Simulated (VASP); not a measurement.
# MgSn2N2 (P-3m1) in VASP: notebook, part 2 of 2

VASP 6.6.1. The steps go on from the part before.

### Step 3. Born charges and dielectric tensor, PBE

Contents of INCAR:

```
SYSTEM = MgSn2N2
PREC = Accurate ; ENCUT = 520
EDIFF = 1E-8 ; ISMEAR = 0
SIGMA = 0.02 ; LREAL = .False.
LASPH = .True. ; NELM = 80
ALGO = Normal ; ISIF = 2
LWAVE = .False. ; LCHARG = .False.
GGA = PE ; LEPSILON = .True.
KPAR = 2
```

Contents of KPOINTS:

```
Automatic mesh
0
Gamma
  8 8 4
  0 0 0
```

Contents of POSCAR:

```
MgSn2N2
1.0
    3.2541880000      0.0000000000      0.0000000000
   -1.6270940000      2.8182100000      0.0000000000
    0.0000000000      0.0000000000      9.0593500000
Mg Sn N
1 2 2
Direct
    0.0000000000      0.0000000000      0.0000000000
    0.6666670000      0.3333330000      0.2895030000
    0.3333330000      0.6666670000      0.7104970000
    0.6666670000      0.3333330000      0.8546010000
    0.3333330000      0.6666670000      0.1453990000
```

Potentials or basis: VASP PAW PBE potentials, release 64 (Mg, Sn_d, N).

Run with:

```console
> cat potpaw_PBE.64/Mg/POTCAR potpaw_PBE.64/Sn_d/POTCAR potpaw_PBE.64/N/POTCAR > POTCAR
> mpirun -np 2 vasp_std > vasp.out
```

OUTCAR:

```text
SYSTEM = MgSn2N2
   PREC = Accurate
   ENCUT = 520
   EDIFF = 1E-8
   ISMEAR = 0
   LREAL = .False.
   LASPH = .True.
   NELM = 80
   ISIF = 2
   GGA = PE
   LEPSILON = .True.

 ion  position               nearest neighbor table
   1  0.000  0.000  0.000-   4 2.29   5 2.29   4 2.29   5 2.29   4 2.29   5 2.29   2 3.23   3 3.23
                             3 3.23   2 3.23   2 3.23   3 3.23
   2  0.667  0.333  0.290-   5 2.29   5 2.29   5 2.29   1 3.23   1 3.23   1 3.23
   3  0.333  0.667  0.710-   4 2.29   4 2.29   4 2.29   1 3.23   1 3.23   1 3.23
   4  0.667  0.333  0.855-   3 2.29   3 2.29   3 2.29   1 2.29   1 2.29   1 2.29
   5  0.333  0.667  0.145-   2 2.29   2 2.29   2 2.29   1 2.29   1 2.29   1 2.29

  LATTYP: Found a hexagonal cell.
 ALAT       =     3.2541880000
 C/A-ratio  =     2.7839049250

  Lattice vectors:

 A1 = (   3.2541880000,   0.0000000000,   0.0000000000)
 A2 = (  -1.6270940000,   2.8182100000,   0.0000000000)
 A3 = (   0.0000000000,   0.0000000000,   9.0593500000)

Analysis of symmetry for initial positions (statically):
=====================================================================
 Subroutine PRICEL returns:
 Original cell was already a primitive cell.

 Routine SETGRP: Setting up the symmetry group for a
 hexagonal supercell.

 Subroutine GETGRP returns: Found 12 space group operations
 (whereof 12 operations were pure point group operations)
 out of a pool of 24 trial point group operations.

The static configuration has the point symmetry D_3d.

Analysis of symmetry for dynamics (positions and initial velocities):
=====================================================================
 Subroutine PRICEL returns:
 Original cell was already a primitive cell.

 Routine SETGRP: Setting up the symmetry group for a
 hexagonal supercell.
[... 849 lines left out ...]

 Free energy of the ion-electron system (eV)
  ---------------------------------------------------
  ---------------------------------------------------
  free energy    TOTEN  =        -2.95714162 eV

  energy without entropy =       -2.95714162

------------------------ aborting loop because EDIFF is reached ----------------------------------------

--------------------------------------- Ionic step        2  -------------------------------------------

------------------------ aborting loop because EDIFF is reached ----------------------------------------

--------------------------------------- Ionic step        3  -------------------------------------------

 Free energy of the ion-electron system (eV)
  ---------------------------------------------------
  ---------------------------------------------------
  free energy    TOTEN  =        -1.78727650 eV

  energy without entropy =       -1.78727650

------------------------ aborting loop because EDIFF is reached ----------------------------------------

 PIEZOELECTRIC TENSOR FIELD DIRECTION 3  (e Angst)
 -----------------------------------------------------------------------------
    -0.00113 -0.00000  0.00000           (  0.00000  0.00000  0.00000)
     0.00000 -0.00113 -0.00000           (  0.00000  0.00000  0.00000)
     0.00000  0.00000 -0.00247           (  0.00000  0.00000 -0.00000)

 PIEZOELECTRIC TENSOR FIELD DIRECTION 3  (C/m^2)
 -----------------------------------------------------------------------------
    -0.00022 -0.00000  0.00000
     0.00000 -0.00022 -0.00000
     0.00000  0.00000 -0.00048

 MACROSCOPIC STATIC DIELECTRIC TENSOR (including local field effects in DFT)
 ------------------------------------------------------
          12.788278     0.000000     0.000000
          -0.000000    12.788283     0.000000
          -0.000000     0.000000     8.286833
 ------------------------------------------------------

 PIEZOELECTRIC TENSOR (including local field effects)  for field in x, y, z        (e  Angst)
          XX          YY          ZZ          XY          YZ          ZX
  --------------------------------------------------------------------------------
  x     0.00000     0.00000     0.00000     0.00000     0.00000     0.00000
  y     0.00000     0.00000     0.00000     0.00000     0.00000     0.00000
  z     0.00000     0.00000     0.00000     0.00000     0.00000     0.00000

 PIEZOELECTRIC TENSOR (including local field effects)  for field in x, y, z        (C/m^2)
          XX          YY          ZZ          XY          YZ          ZX
  --------------------------------------------------------------------------------
  x     0.00000     0.00000     0.00000     0.00000     0.00000     0.00000
  y     0.00000     0.00000     0.00000     0.00000     0.00000     0.00000
  z     0.00000     0.00000     0.00000     0.00000     0.00000     0.00000

 BORN EFFECTIVE CHARGES (including local field effects) (in |e|, cummulative output)
 ---------------------------------------------------------------------------------
 ion    1
    1     2.30702     0.00000     0.00000
    2     0.00000     2.30702     0.00000
    3     0.00000    -0.00000     3.20686
 ion    2
    1     2.77712     0.00000    -0.00000
    2     0.00000     2.77712     0.00000
    3     0.00000     0.00000     1.32358
 ion    3
    1     2.77712     0.00000     0.00000
    2     0.00000     2.77712     0.00000
    3    -0.00000     0.00000     1.32358
 ion    4
    1    -3.93064     0.00000    -0.00000
    2     0.00000    -3.93064    -0.00000
    3     0.00000     0.00000    -2.92701
 ion    5
    1    -3.93064     0.00000    -0.00000
    2     0.00000    -3.93064    -0.00000
    3     0.00000     0.00000    -2.92701
```

OSZICAR:

```text
N       E                     dE             d eps       ncg     rms          rms(c)
DAV:   1     0.380111380143E+03    0.38011E+03   -0.20647E+04  1696   0.236E+03
DAV:   2     0.252023402028E+02   -0.35491E+03   -0.34981E+03  1800   0.552E+02
[... 12 lines left out ...]
RMM:  13    -0.178726755278E+01    0.10450E-04   -0.36967E-05  3357   0.160E-03    0.453E-04
RMM:  14    -0.178727147850E+01   -0.39257E-05   -0.41410E-06  3053   0.581E-04    0.289E-04
RMM:  15    -0.178727646410E+01   -0.49856E-05   -0.11594E-06  3068   0.460E-04    0.295E-05
RMM:  16    -0.178727749990E+01   -0.10358E-05   -0.50566E-06  2940   0.216E-04    0.383E-05
RMM:  17    -0.178727705581E+01    0.44409E-06   -0.16793E-06  1680   0.826E-05    0.272E-05
RMM:  18    -0.178727664245E+01    0.41336E-06    0.20502E-07  1259   0.583E-05    0.114E-05
RMM:  19    -0.178727649920E+01    0.14325E-06    0.21882E-07   946   0.500E-05    0.170E-06
```

stdout:

```text
POSCAR found type information on POSCAR MgSnN
 POSCAR found :  3 types and       5 ions
 scaLAPACK will be used
 LDA part: xc-table for (Slater+PW92), standard interpolation
 POSCAR, INCAR and KPOINTS ok, starting setup
 FFT: planning ... GRIDC
 FFT: planning ... GRID_SOFT
 FFT: planning ... GRID
 WAVECAR not read
 entering main loop
 Linear response reoptimize wavefunctions to high precision
 Linear response G [H, r] |phi>, progress :
  Direction:   1
 Linear response G [H, r] |phi>, progress :
  Direction:   2
 Linear response G [H, r] |phi>, progress :
  Direction:   3
 Linear response to external field (no local field effect), progress :
  Direction:   1
 dielectric tensor                  component  1 :    14.516     1.653     0.212
 Linear response to external field (no local field effect), progress :
  Direction:   2
 dielectric tensor                  component  2 :     1.653    12.350     0.686
 Linear response to external field (no local field effect), progress :
  Direction:   3
 dielectric tensor                  component  3 :     0.212     0.686     9.624
 Linear response to external field, progress :
  Direction:   1
 dielectric tensor                  component  1 :    12.788     0.018    -0.046
 Linear response to external field, progress :
  Direction:   2
 dielectric tensor                  component  2 :     0.025    12.788     0.000
 Linear response to external field, progress :
  Direction:   3
 dielectric tensor                  component  3 :     0.275     0.638     8.287
 Born effective charges drift removed
```

Run time: 4.4 min. Hardware: 2 MPI ranks of Intel Xeon 6975P-C (Granite Rapids), shared host; peak memory 0.48 GiB.

What came out:

| Item | Value |
| --- | --- |
| Band gap on the k mesh | 0.86 eV, indirect (least direct gap 1.46 eV) |
| Electronic dielectric tensor (diagonal) | 12.79, 12.79, 8.29 |
| Born charges (mean of the diagonal) | Mg +2.61; Sn +2.29; N -3.60 e |

Electronic dielectric tensor:
```
12.79  0.00  0.00
 0.00 12.79  0.00
 0.00  0.00  8.29
```

Born effective charge tensors (e):
atom 1, Mg
```
2.31 0.00 0.00
0.00 2.31 0.00
0.00 0.00 3.21
```
atom 2, Sn
```
2.78 0.00 0.00
0.00 2.78 0.00
0.00 0.00 1.32
```
atom 3, Sn
```
2.78 0.00 0.00
0.00 2.78 0.00
0.00 0.00 1.32
```
atom 4, N
```
-3.93  0.00  0.00
 0.00 -3.93  0.00
 0.00  0.00 -2.93
```
atom 5, N
```
-3.93  0.00  0.00
 0.00 -3.93  0.00
 0.00  0.00 -2.93
```

Caveat: spin-orbit coupling is left out, which moves the levels of the heavy elements. A k mesh can miss the band edges.
